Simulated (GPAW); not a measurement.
A run of GPAW 26.7.0 is set up as follows.

The input run.py:

```python
from ase import Atoms
from ase.dft.bandgap import bandgap
from ase.io import write
from ase.units import GPa
from gpaw import GPAW, PW

atoms = Atoms(['W', 'S', 'S'],
              cell=[[3.1835163552, 0.0, 0.0],
                    [-1.5917581776, 2.7570060369, 0.0],
                    [0.0, 0.0, 16.95057789]],
              scaled_positions=[[0.0, 0.0, 0.0],
                                [0.3333333333, 0.6666666667, 0.09200051],
                                [0.3333333333, 0.6666666667, 0.90799949]],
              pbc=True)

calc = GPAW(mode=PW(600),
            xc='MGGA_X_R2SCAN+MGGA_C_R2SCAN',
            kpts={'size': (8, 8, 2), 'gamma': True},
            occupations={'name': 'fermi-dirac', 'width': 0.05},
            nbands=25,
            convergence={'density': 1e-05, 'energy': 1e-05},
            maxiter=150,
            txt='gpaw.txt')
atoms.calc = calc
energy = atoms.get_potential_energy()
forces = atoms.get_forces()
stress = atoms.get_stress()
calc.write('gs.gpw')
write('result.traj', atoms)
print(f'Energy: {energy:.6f} eV')
print('Forces (eV/A):')
print(forces.round(4))
print('Stress (GPa):', (stress / GPa).round(3))
print('Fermi level:', round(calc.get_fermi_level(), 4), 'eV')
print(f'Gap: {bandgap(calc)[0]:.4f} eV, direct: {bandgap(calc, direct=True)[0]:.4f} eV')

path = atoms.cell.bandpath('GMKGALHA,LM,KH', npoints=80, eps=1e-4)
bs_calc = calc.fixed_density(kpts=path, symmetry='off', nbands=48,
                             convergence={'bands': 'CBM+6.0', 'eigenstates': 1e-6}, txt='bands.txt')
bs = bs_calc.band_structure()
bs.write('bs.json')
print(f'Gap on the path: {bandgap(bs_calc)[0]:.4f} eV')
```

Potentials or basis: GPAW PAW data sets (gpaw-data 1.2.1), pw.

Run with:

```console
$ OMP_NUM_THREADS=1 python run.py
```

Task: What does it give for the band gap along the path?

Result: 1.88 eV, indirect (least direct gap 1.92 eV).

Task: Predict the largest force.

Result: 0.025 eV/Å.

Task: Estimate the band gap on the k mesh.

Result: 2.16 eV, indirect (least direct gap 2.39 eV).

Forces on the atoms (eV/Å):
```
W    0.000  0.000  0.000
S    0.000  0.000 -0.025
S    0.000  0.000  0.025
```

Caveat: the PAW data sets were made with another functional, which shifts forces and pressure a little; spin-orbit coupling is left out, which moves the levels of the heavy elements. r2SCAN opens gaps a little over a GGA but as a rule still falls short of measured ones.
